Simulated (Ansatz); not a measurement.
## One input on several machines: G0W0 on PBE, Se (P3_121)

All times were clocked for whole runs of Ansatz 0.2.0, start-up included, one run at a time with no other job on the machine: a node with four NVIDIA GB300 Max-Q cards and 144 Grace (Neoverse V2) cores; a node with four NVIDIA GB200 cards and 144 Grace (Neoverse V2) cores; a node with eight NVIDIA H100 80GB cards and 96 AMD EPYC 7R13 cores; an Intel Xeon 6975P-C node (Granite Rapids, 96 cores, 192 hardware threads, 360 GiB). Times and memory are rounded to two significant figures, and ratios are formed from the unrounded values. A row is a single run, so small differences between rows aren't established. System services beside the runs took up to 5 cores (rounded up). Runs with a thread on every core shared the cores with them. Precision is the program's default, which can work at lower precision in parts of a run. Card memory is the largest of readings taken every 0.4 s, so short peaks can be missed, and it isn't given for runs under about 3 s. It shows what a run took, which needn't be the least that it can run in: the program holds more work at once where threads and free memory allow.

Commands are shown without the flags for output files and display.

| Item | Value |
| --- | --- |
| atoms | 3 |
| valence electrons | 48 |
| cell volume | 87.5 Å³ |
| cutoff (chosen by the program) | 420 eV |
| k mesh | 6×6×5 |
| k points solved | 27 |
| symmetry operations used (translations within a supercell counted) | 6 |
| plane waves at Γ | 1703 |
| dense FFT grid | 32×32×36 |
| bands at the start | 29 |
| spin | none |
| first density | atoms corrected by the program's trained network |

The input file:

```yaml
crystal:
  lattice:
    - [4.504821, 0.000000, 0.000000]
    - [-2.252410, 3.901289, 0.000000]
    - [0.000000, 0.000000, 4.978796]
  atoms:
    - { symbol: Se, position: [0.217893, 0.000000, 0.333333] }
    - { symbol: Se, position: [0.000000, 0.217893, 0.666667] }
    - { symbol: Se, position: [0.782107, 0.782107, 0.000000] }
kpoints:
  mp_grid: { grid: [6, 6, 5] }
hamiltonian:
  xc: pbe
scf:
  occupations: { method: fixed }
gw: { n_empty_bands: 261, ecut_chi: 120, qp_bands: [v2, c2], qp_kpoints: band_edges, screening: { model: contour_deformation } }
```

```csv
machine share,command,wall time,SCF clock,outside it,CPU time,SCF iterations,threads,host memory (GiB),fullest card (GiB)
1 × GB200,ansatz run input.yaml --backend cuda --devices 1,17 s,16 s,1.5 s,12 min,6,144,2.1,19
1 × GB300,ansatz run input.yaml --backend cuda --devices 1,50 s,49 s,1.5 s,14 min,6,144,2.4,20
1 × H100,ansatz run input.yaml --backend cuda --devices 1,21 s,19 s,2.0 s,7.5 min,6,96,2.1,17
"96 threads, EPYC 7R13",ansatz run input.yaml --backend cpu,4.1 min,4.1 min,0.36 s,5.1 h,6,96,6.6,
"96 threads, Xeon 6975P-C",ansatz run input.yaml --backend cpu,2.5 min,2.5 min,0.32 s,3.8 h,6,96,6.8,
```

The SCF clock is the program's own. It runs from the start of the first SCF loop to the final result and holds forces, stress, later SCFs and response steps. Outside it lie start-up, exit and the set-up ahead of the first loop, which depends on the cell and the method.

SCF iterations are those that the program logged, summed over all steps and exchange cycles of a run; an SCF made in search of a lower state can go uncounted; response, GW and RPA loops aren't counted. The k points are those of the first SCF; band paths, strained cells and response steps solve further ones. The cost of G0W0 and RPA follows the typed screening cutoff, the k mesh and, for G0W0, the empty bands and states asked. These weren't tested for convergence, so a converged result can cost much more.

The machines don't compute alike at the default precision: the logs show emulated matrix products on GB200 and GB300, and some doubles held as pairs of floats on GB300.

The runs on cards also kept host threads busy (see the CPU time), so differences between cards can come from their hosts too.

Among these rows the slowest by wall time (96 threads, EPYC 7R13) takes 14 times as long as the fastest (1 × GB200).

The gap on the SCF clock between 1 × GB300 and 1 × GB200 (49 s against 16 s) wasn't traced.

Problem. How long does the same input take on 144 threads, Grace of the GB300 node (ansatz run input.yaml --backend cpu)?

Solution. 3.7 min, in 6 SCF iterations, 0.89 times the time on 96 threads, EPYC 7R13; peak host memory 6.7 GiB.
